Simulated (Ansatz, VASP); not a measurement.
# H8C5 in two plane-wave programs, part 2 of 2

Wanted: the spread between two codes on one cell, functional and k mesh. The structure shown is frame 67 of Ansatz's trajectory.

VASP 6.6.1 and Ansatz 0.2.0.

So far: Starting point; Ansatz: dynamics, PBE with D3(BJ).

### 3. VASP: single point, PBE with D3(BJ)

Level of this step: PBE with D3(BJ); plane waves and PAW (C, H) (VASP).

The same cell, functional, mesh and smearing now go to VASP, with its own data sets.

Lines of VASP's logs that name or quote its potential files are left out, and so is its time.

Input file INCAR:

```
SYSTEM = H8C5
PREC = Accurate
ENCUT = 520
EDIFF = 1E-06
NELM = 120
ISMEAR = 0
SIGMA = 0.05
LREAL = .FALSE.
ALGO = Normal
GGA = PE
IVDW = 12
NBANDS = 48
LORBIT = 11
LWAVE = .FALSE.
LCHARG = .FALSE.
ISIF = 2
LASPH = .TRUE.
GGA_COMPAT = .FALSE.
EFERMI = MIDGAP
```

Input file POSCAR:

```
H8C5
1.0
   13.8256200000      0.0000000000      0.0000000000
    0.0000000000     13.8256200000      0.0000000000
    0.0000000000      0.0000000000     13.8256200000
C H
10 16
Direct
    0.4363348624      0.4409350177      0.4290006524
    0.3706307565      0.5033192002      0.4978438580
    0.4350546305      0.5615299712      0.5689003459
    0.4933304980      0.3708477450      0.4952544624
    0.5603293017      0.4336659043      0.5581521841
    0.5088741047      0.5048525853      0.3738638846
    0.5652621727      0.5691824309      0.4417017103
    0.5020317353      0.4929182199      0.6312989942
    0.4982561361      0.6232342564      0.5062196126
    0.6297439102      0.4994785044      0.5012288780
    0.3951649185      0.3996131819      0.3740374754
    0.3130130873      0.4587931680      0.5233833998
    0.3424439555      0.5542970225      0.4463958940
    0.3855740285      0.5985626684      0.6147717064
    0.5276508395      0.3123259572      0.4555383411
    0.4371666515      0.3394784465      0.5416899929
    0.6107212552      0.3922789719      0.5995463495
    0.4685214840      0.5417189247      0.3152119037
    0.5614142440      0.4611800411      0.3338150477
    0.6157698534      0.6074519624      0.3991358073
    0.4532744282      0.4512636685      0.6756080378
    0.5502755030      0.5355347536      0.6759624523
    0.4468805016      0.6639485246      0.4590969519
    0.5420661063      0.6757092991      0.5472014998
    0.6761649749      0.5414296068      0.5486914873
    0.6757454639      0.4668000422      0.4487393694
```

Input file KPOINTS:

```
Automatic mesh
0
Gamma
1 1 1
0 0 0
```

The projector-augmented-wave data sets are C and H (PBE family, release 64).

The run is started by

```bash
$ mpirun -np 4 vasp_gam
```

Numbers of over 12 decimals in the logs are rounded to 6 here.

The program printed:

```text
[banner, memory and clock lines left out]
running    4 mpi-ranks, on    1 nodes
 distrk:  each k-point on    4 cores,    1 groups
 distr:  one band on    1 cores,    4 groups

 POSCAR found type information on POSCAR C H
 POSCAR found :  2 types and      26 ions
|                                                                             |
|               ----> ADVICE to this user running VASP <----                  |
|                                                                             |
|     You have a (more or less) 'large supercell' and for larger cells it     |
|     might be more efficient to use real-space projection operators.         |
|     Therefore, try LREAL= Auto in the INCAR file.                           |
|     Mind: For very accurate calculation, you might also keep the            |
|     reciprocal projection scheme (i.e. LREAL=.FALSE.).                      |
|                                                                             |

 LDA part: xc-table for (Slater+PW92), standard interpolation
 POSCAR, INCAR and KPOINTS ok, starting setup
 FFT: planning ... GRIDC
 FFT: planning ... GRID_SOFT
 FFT: planning ... GRID
 WAVECAR not read
 entering main loop
       N       E                     dE             d eps       ncg     rms          rms(c)
DAV:   1     0.506614890684E+03    0.50661E+03   -0.16251E+04   112   0.741E+02
DAV:   2     0.303259760196E+02   -0.47629E+03   -0.44241E+03   168   0.138E+02
DAV:   3    -0.150906034671E+03   -0.18123E+03   -0.18036E+03   128   0.984E+01
DAV:   4    -0.164912419092E+03   -0.14006E+02   -0.13969E+02   136   0.387E+01
DAV:   5    -0.165171666320E+03   -0.25925E+00   -0.25910E+00   152   0.590E+00    0.196E+01
DAV:   6    -0.153049133881E+03    0.12123E+02   -0.15575E+01   128   0.127E+01    0.105E+01
DAV:   7    -0.149705367045E+03    0.33438E+01   -0.11149E+01   128   0.987E+00    0.460E+00
DAV:   8    -0.149210245194E+03    0.49512E+00   -0.12489E+00   120   0.406E+00    0.880E-01
DAV:   9    -0.149130421114E+03    0.79824E-01   -0.30112E-01   128   0.176E+00    0.488E-01
DAV:  10    -0.149110827480E+03    0.19594E-01   -0.39555E-02   120   0.677E-01    0.249E-01
DAV:  11    -0.149088357617E+03    0.22470E-01   -0.90825E-03   112   0.347E-01    0.211E-01
DAV:  12    -0.149076893292E+03    0.11464E-01   -0.33805E-02   104   0.478E-01    0.140E-01
DAV:  13    -0.149090868256E+03   -0.13975E-01   -0.32879E-03   104   0.202E-01    0.715E-02
DAV:  14    -0.149109572680E+03   -0.18704E-01   -0.41599E-03   104   0.195E-01    0.384E-02
[...]
DAV:  20    -0.149121530951E+03   -0.11434E-03   -0.51170E-06    96   0.678E-03    0.181E-03
DAV:  21    -0.149121568624E+03   -0.37672E-04   -0.13960E-06    96   0.369E-03    0.996E-04
DAV:  22    -0.149121601406E+03   -0.32783E-04   -0.14977E-06    88   0.294E-03    0.660E-04
DAV:  23    -0.149121608255E+03   -0.68486E-05   -0.15628E-07    88   0.152E-03    0.412E-04
DAV:  24    -0.149121615661E+03   -0.74056E-05   -0.11980E-07    80   0.917E-04    0.296E-04
DAV:  25    -0.149121618543E+03   -0.28824E-05   -0.26553E-08    88   0.590E-04    0.145E-04
DAV:  26    -0.149121620613E+03   -0.20703E-05   -0.20397E-08    80   0.471E-04    0.138E-04
DAV:  27    -0.149121621041E+03   -0.42787E-06    0.52474E-09    80   0.273E-04
   1 F= -.14998883E+03 E0= -.14998883E+03  d E =0.000000E+00
```

OUTCAR, selected parts (step 3):

```text
ion  position               nearest neighbor table
   1  0.436  0.441  0.429-  11 1.11   6 1.54   4 1.55   2 1.57
   2  0.371  0.503  0.498-  12 1.07  13 1.07   3 1.55   1 1.57
   3  0.435  0.562  0.569-  14 1.06   9 1.50   2 1.55   8 1.58
   4  0.493  0.371  0.495-  15 1.09  16 1.10   5 1.54   1 1.55
   5  0.560  0.434  0.558-  17 1.07   8 1.53  10 1.54   4 1.54
   6  0.509  0.505  0.374-  19 1.09  18 1.11   7 1.51   1 1.54
   7  0.565  0.569  0.442-  20 1.06   9 1.49   6 1.51  10 1.55
   8  0.502  0.493  0.631-  21 1.08  22 1.08   5 1.53   3 1.58
   9  0.498  0.623  0.506-  24 1.10  23 1.12   7 1.49   3 1.50
  10  0.630  0.499  0.501-  26 1.07  25 1.09   5 1.54   7 1.55
  11  0.395  0.400  0.374-   1 1.11
  12  0.313  0.459  0.523-   2 1.07
  13  0.342  0.554  0.446-   2 1.07
  14  0.386  0.599  0.615-   3 1.06
  15  0.528  0.312  0.456-   4 1.09
  16  0.437  0.339  0.542-   4 1.10
  17  0.611  0.392  0.600-   5 1.07
  18  0.469  0.542  0.315-   6 1.11
  19  0.561  0.461  0.334-   6 1.09
  20  0.616  0.607  0.399-   7 1.06
  21  0.453  0.451  0.676-   8 1.08
  22  0.550  0.536  0.676-   8 1.08
  23  0.447  0.664  0.459-   9 1.12
  24  0.542  0.676  0.547-   9 1.10
  25  0.676  0.541  0.549-  10 1.09
  26  0.676  0.467  0.449-  10 1.07

  LATTYP: Found a simple cubic cell.
 ALAT       =    13.8256200000

 Subroutine GETGRP returns: Found  1 space group operations
 (whereof  1 operations were pure point group operations)

The static configuration has the point symmetry C_1 .

 Found      1 irreducible k-points:

   k-points           NKPTS =      1   k-points in BZ     NKDIM =      1   number of bands    NBANDS=     48

   dimension x,y,z NGX =   108 NGY =  108 NGZ =  108
   dimension x,y,z NGXF=   216 NGYF=  216 NGZF=  216

   ENCUT  =  520.0 eV  38.22 Ry    6.18 a.u.  25.71 25.71 25.71*2*pi/ulx,y,z

   NELECT =      56.0000    total number of electrons

 k-points in reciprocal lattice and weights: Automatic mesh
   0.00000000  0.00000000  0.00000000       1.000

 average (electrostatic) potential at core
       1 -57.8871       2 -57.7454       3 -57.9812       4 -57.7222       5 -57.8914
       6 -57.6731       7 -57.7906       8 -57.7830       9 -57.7846      10 -57.7039
      11 -40.9371      12 -41.4678      13 -41.2439      14 -41.4141      15 -41.1644
      16 -41.0156      17 -41.1247      18 -40.9005      19 -41.0525      20 -41.4608
      21 -41.2948      22 -41.2788      23 -40.8643      24 -41.0183      25 -41.2163
      26 -41.4284

 E-fermi :  -3.0027

 k-point     1 :       0.0000    0.0000    0.0000
  band No.  band energies     occupation
    ...
     24      -7.1928      2.00000
     25      -6.8106      2.00000
     26      -6.3969      2.00000
     27      -6.1915      2.00000
     28      -5.5638      2.00000
     29      -0.4417      0.00000
     30       0.3455      0.00000
     31       0.3579      0.00000
     32       0.4056      0.00000
     33       0.6173      0.00000
    ...

 Edisp (eV)   -0.86721

  Total       0.79406     9.94169     3.02806    -1.59268    -1.99180    -0.88374
  in kB       0.48141     6.02722     1.83578    -0.96557    -1.20754    -0.53577
  external pressure =        2.78 kB  Pullay stress =        0.00 kB

  energy-cutoff  :      520.00
  volume of cell :     2642.74
      direct lattice vectors                 reciprocal lattice vectors
    13.825620000  0.000000000  0.000000000     0.072329487  0.000000000  0.000000000
     0.000000000 13.825620000  0.000000000     0.000000000  0.072329487  0.000000000
     0.000000000  0.000000000 13.825620000     0.000000000  0.000000000  0.072329487

 POSITION                                       TOTAL-FORCE (eV/Angst)
 -----------------------------------------------------------------------------------
      6.03260      6.09620      5.93120         0.641244     -0.500622      0.400792
      5.12420      6.95870      6.88300         1.919045     -0.224795     -1.730759
      6.01490      7.76350      7.86540         0.532834     -2.284196      0.034266
      6.82060      5.12720      6.84720        -0.706910      0.919793      0.139817
      7.74690      5.99570      7.71680         0.971605     -0.533377      0.405068
      7.03550      6.97990      5.16890        -0.833572     -0.341766     -0.840873
      7.81510      7.86930      6.10680         0.115686     -2.036273      0.300773
      6.94090      6.81490      8.72810        -1.042354      0.942125     -1.858241
      6.88870      8.61660      6.99880        -0.404599      2.466951     -0.404817
      8.70660      6.90560      6.92980        -1.885347      1.123791     -0.042324
      5.46340      5.52490      5.17130        -0.224837      0.135149      0.380155
      4.32760      6.34310      7.23610        -0.661190     -0.446954      0.867526
      4.73450      7.66350      6.17170        -0.961593      0.848382     -0.189443
      5.33080      8.27550      8.49960        -0.397600      1.105610      0.741887
      7.29510      4.31810      6.29810         0.447788     -0.117616     -0.179667
      6.04410      4.69350      7.48920         0.166142     -0.458023      0.273664
      8.44360      5.42350      8.28910         0.365708     -1.326967      0.707766
      6.47760      7.48960      4.35800         0.109052      0.469671      0.315861
      7.76190      6.37610      4.61520         0.053111     -0.463817     -0.091387
      8.51340      8.39840      5.51830         0.573790      1.688802     -0.698835
      6.26680      6.23900      9.34070        -0.048195     -0.740290      0.525138
      7.60790      7.40410      9.34560         0.221345      0.307658      0.399199
      6.17840      9.17950      6.34730         0.427838      0.320979      0.209210
      7.49440      9.34210      7.56540        -0.257795      0.123801      0.249868
      9.34840      7.48560      7.58600         0.213854      0.156402      0.538176
      9.34260      6.45380      6.20410         0.664951     -1.134416     -0.452819
 -----------------------------------------------------------------------------------
    total drift:                               -0.000071     -0.000026     -0.000175

  FREE ENERGIE OF THE ION-ELECTRON SYSTEM (eV)
  ---------------------------------------------------
  free  energy   TOTEN  =      -149.9888295662 eV

  energy  without entropy=     -149.9888295662  energy(sigma->0) =     -149.98882957

 total charge
# of ion       s       p       d       tot
------------------------------------------
    1        0.825   1.728   0.000   2.553
    2        0.842   1.780   0.000   2.622
    3        0.831   1.763   0.000   2.594
    4        0.837   1.772   0.000   2.609
    5        0.829   1.772   0.000   2.601
    6        0.841   1.783   0.000   2.624
    7        0.839   1.810   0.000   2.650
    8        0.839   1.774   0.000   2.613
    9        0.843   1.804   0.000   2.647
   10        0.843   1.792   0.000   2.635
   11        0.647   0.041   0.000   0.689
   12        0.672   0.050   0.000   0.722
   13        0.672   0.049   0.000   0.722
   14        0.681   0.051   0.000   0.732
   15        0.657   0.046   0.000   0.703
   16        0.655   0.044   0.000   0.699
   17        0.682   0.051   0.000   0.733
   18        0.645   0.041   0.000   0.686
   19        0.657   0.044   0.000   0.701
   20        0.689   0.053   0.000   0.742
   21        0.666   0.048   0.000   0.714
   22        0.662   0.047   0.000   0.708
   23        0.642   0.040   0.000   0.682
   24        0.649   0.042   0.000   0.691
   25        0.662   0.046   0.000   0.707
   26        0.677   0.051   0.000   0.728
--------------------------------------------------
tot         18.983  18.523   0.000  37.506
```

### 4. Side by side

Known differences besides the potentials themselves: the cutoff is 420 eV in Ansatz and 520 eV in VASP. Total energies have different zeros and are not compared.

Forces on 10 of the 26 atoms, those with the largest forces and the largest differences (eV/Å; atoms numbered as in POSCAR):

```csv
atom,"Ansatz x, y, z","VASP x, y, z"
C2,"1.924, -0.219, -1.740","1.919, -0.225, -1.731"
C3,"0.539, -2.283, 0.021","0.533, -2.284, 0.034"
C7,"0.106, -2.051, 0.307","0.116, -2.036, 0.301"
C8,"-1.037, 0.939, -1.865","-1.042, 0.942, -1.858"
C9,"-0.407, 2.458, -0.410","-0.405, 2.467, -0.405"
C10,"-1.896, 1.134, -0.040","-1.885, 1.124, -0.042"
H13,"-0.952, 0.832, -0.172","-0.962, 0.848, -0.189"
H19,"0.035, -0.450, -0.076","0.053, -0.464, -0.091"
H20,"0.559, 1.679, -0.687","0.574, 1.689, -0.699"
H23,"0.445, 0.307, 0.224","0.428, 0.321, 0.209"
```

The forces differ by 12 meV/Å r.m.s., which is 1.4 % of the r.m.s. force of 0.836 eV/Å (both taken over all components). With vacuum in the cell, a pressure given here is an average over mostly empty space and none of the material.

### 5. Outcome

| Quantity | Value |
| --- | --- |
| r.m.s. force difference (single point, PBE with D3(BJ)) | 1.4 % of the r.m.s. force |

The r.m.s. force difference is 1.4 % of the r.m.s. force (single point, PBE with D3(BJ)), within the 3 % picked in this series as the mark of a large difference. 2 further runs of this series are not shown here. How closely two codes agree says nothing of how well the functional describes the real material.

[Lines on the potential files, build, host, timing and source positions are cut from VASP's logs without a mark.]

[Logs are printed without paths, hosts, clocks, repeated set-up lines and the standing remarks that a program may print on its own settings, such as how far it seeks lower states.]

[Hosts, paths, dates, database ids (printed as entryN), source tags and the programs' standing remarks are cut or masked in the printed files.]
